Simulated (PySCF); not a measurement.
Molecule: SMILES SCCC, C3H8S.

Geometry:
```tsv
atom	x (Å)	y (Å)	z (Å)
C1	-1.579	-0.144	-0.031
C2	-0.113	-0.540	0.066
C3	0.826	0.607	-0.269
S4	2.591	0.170	-0.240
H5	-1.840	0.180	-1.052
H6	-1.818	0.688	0.650
H7	-2.238	-0.986	0.228
H8	0.104	-1.385	-0.608
H9	0.111	-0.902	1.085
H10	0.651	1.471	0.392
H11	0.651	0.961	-1.298
H12	2.656	-0.120	1.078
```

Geometry PBE0-D3(BJ)/def2-SVP throughout; GIAO in PySCF, gas phase, one conformer, non-relativistic; equivalent atoms averaged; functional PBE0.

Question: How do the shifts δ (against TMS, CS2 at the same level) depend on the basis set? (ppm; last column core-seconds on shared hosts with different chips, so compare them loosely)

Answer: 
| basis set | functions | C3 | C2 | C1 | S4 | H10/H11 | H8/H9 | H5/H6/H7 | H12 | core-s |
| --- | --- | --- | --- | --- | --- | --- | --- | --- | --- | --- |
| STO-3G | 32 | 31.5 | 27.5 | 19.9 | -95.0 | 0.82 | 0.81 | 0.70 | -0.79 | 1.9 |
| 6-31G | 56 | 30.7 | 31.3 | 15.7 | -86.3 | 2.33 | 1.62 | 1.12 | 0.62 | 3.5 |
| pcSseg-0 | 56 | 31.3 | 31.3 | 17.1 | -103.3 | 1.95 | 1.25 | 1.11 | 0.91 | 3.4 |
| 6-31G* | 76 | 29.6 | 30.9 | 15.2 | -50.8 | 2.20 | 1.60 | 0.96 | 1.19 | 4.6 |
| def2-SVP | 100 | 30.7 | 30.9 | 15.0 | -64.6 | 1.96 | 1.29 | 0.82 | 0.86 | 5.6 |
| cc-pVDZ | 100 | 33.1 | 33.9 | 16.4 | -76.1 | 2.08 | 1.41 | 0.89 | 1.03 | 6.5 |
| pcSseg-1 | 115 | 32.3 | 33.8 | 15.8 | -78.2 | 2.08 | 1.35 | 0.96 | 1.44 | 11 |
| 6-311+G(2d,p) | 164 | 33.0 | 34.0 | 14.9 | -58.4 | 2.28 | 1.56 | 0.91 | 1.39 | 12 |
| aug-cc-pVDZ | 168 | 33.2 | 34.1 | 15.1 | -70.2 | 2.31 | 1.63 | 1.00 | 1.30 | 14 |
| def2-TZVP | 178 | 33.2 | 34.9 | 15.8 | -58.0 | 2.21 | 1.57 | 0.92 | 1.47 | 14 |
| IGLO-III | 229 | 33.4 | 35.5 | 15.9 | -52.2 | 2.25 | 1.56 | 0.92 | 1.41 | 19 |
| cc-pVTZ | 236 | 32.8 | 34.3 | 15.6 | -70.0 | 2.23 | 1.55 | 0.93 | 1.35 | 21 |
| pcSseg-2 | 263 | 33.8 | 35.8 | 16.3 | -61.5 | 2.24 | 1.54 | 0.94 | 1.52 | 42 |

Question: Which nucleus moves most, in ppm?

Answer: S4 (thiol sulfur): from -103.3 ppm with pcSseg-0 to -50.8 ppm with 6-31G*. The smallest spread is 0.42 ppm, at H5/H6/H7. Proton shifts span only some 12 ppm, so a few tenths of a ppm matter as much there as several ppm in carbon.

Question: Taking the largest basis, pcSseg-2 (263 functions), as the yardstick, rank the others by their worst heavy-atom deviation.

Answer: 6-311+G(2d,p) 3.1 ppm (164 functions), def2-TZVP 3.5 ppm (178 functions), def2-SVP 4.9 ppm (100 functions), cc-pVTZ 8.5 ppm (236 functions), aug-cc-pVDZ 8.8 ppm (168 functions), IGLO-III 9.3 ppm (229 functions), 6-31G* 10.7 ppm (76 functions), cc-pVDZ 14.6 ppm (100 functions), pcSseg-1 16.7 ppm (115 functions), 6-31G 24.8 ppm (56 functions), STO-3G 33.5 ppm (32 functions), pcSseg-0 41.8 ppm (56 functions).

A small basis that lands close on one nucleus may do so by chance; judge by the trend and by all nuclei.
